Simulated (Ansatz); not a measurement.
# I: the crystal squeezed far

Aim: compress I (simple hexagonal type) step by step, far beyond the usual range, and follow pressure and electronic structure. The runs shown use PAW.

Method: DFT PBE, with the methods named in each step, in Ansatz 0.2.0.

## (1) The structure to begin with

Symmetry: P6/mmm, No. 191, hexagonal system. Conventional cell: a = 3.515 Å, b = 3.515 Å, c = 3.304 Å, α = 90.00°, β = 90.00°, γ = 120.00°. I (site symmetry 6/mmm) has 8 I at 3.30 to 3.52 Å as nearest neighbours.

As a file:

```
CELL_PARAMETERS angstrom
3.51521 0.00000 0.00000
-1.75760 3.04426 0.00000
0.00000 0.00000 3.30430
ATOMIC_POSITIONS crystal
I 0.00000 0.00000 0.00000
```

Whether this phase is the stable one at these pressures isn't tested.

## (2) Cell relaxed at zero pressure, PAW

Input file input.yaml:

```yaml
crystal:
  lattice:
    - [3.515209854, 0.0, 0.0]
    - [-1.757604927, 3.0442610332, 0.0]
    - [0.0, 0.0, 3.3042972628]
  atoms:
    - { symbol: I, position: [0.0, 0.0, 0.0] }
kpoints:
  mp_grid: { grid: [12, 12, 12] }
scf:
  occupations: { method: fermi_dirac, width: 0.08 }
hamiltonian:
  xc: pbe
  pseudopotentials: { kind: paw }
output:
  forces: true
  stress: true
  write_density: true
  write_potential: true
  elf: true
  volumetric_format: npy
relax:
  f_tol: 0.005
  max_steps: 40
  cell: {}
```

Run with:

```console
$ ansatz run input.yaml --threads 1 --pin off --max-ram 2048MiB --backend cpu --events-out ev --progress --plain --runs-dir out
```

The runs that follow: Volume scaled by 1, PAW; Shape and atoms relaxed at 0.95 of the volume, PAW; Volume scaled by 0.95, PAW; Shape and atoms relaxed at 0.85 of the volume, PAW; Volume scaled by 0.85, PAW; Shape and atoms relaxed at 0.75 of the volume, PAW; Volume scaled by 0.75, PAW; Shape and atoms relaxed at 0.65 of the volume, PAW; Volume scaled by 0.65, PAW; Shape and atoms relaxed at 0.55 of the volume, PAW; Volume scaled by 0.55, PAW; Shape and atoms relaxed at 0.45 of the volume, PAW; Volume scaled by 0.45, PAW; Shape and atoms relaxed at 0.4 of the volume, PAW; Volume scaled by 0.4, PAW; Volume scaled by 0.4, PAW (source ansatz).

Before running it: what results should come out? Wanted: PAW pressure at 0.4 of the volume; fitted bulk modulus at zero pressure.

**Answer**, as computed:

| quantity | value |
| --- | --- |
| PAW pressure at 0.4 of the volume | 67.6 GPa |
| fitted bulk modulus at zero pressure (PAW) | 4.4 GPa |
| its pressure derivative | 7.18 |

What this shows: At 0.4 of the starting volume PAW gives 68 GPa. A third-order Birch-Murnaghan curve fits the range only roughly (B₀ = 4.4 GPa, B′ = 7.18, misfit at most 0.97 GPa). A fit over so wide a range leans to the high pressures, so B₀ can be off by several per cent. No all-electron run checks these rows here, and frozen cores can fail under such compression. The ions are at rest, and the electrons smeared by 0.08 eV. Spin-orbit coupling is left out, though the cell holds I; in elements this heavy it can shift bands and gaps by tenths of an eV.
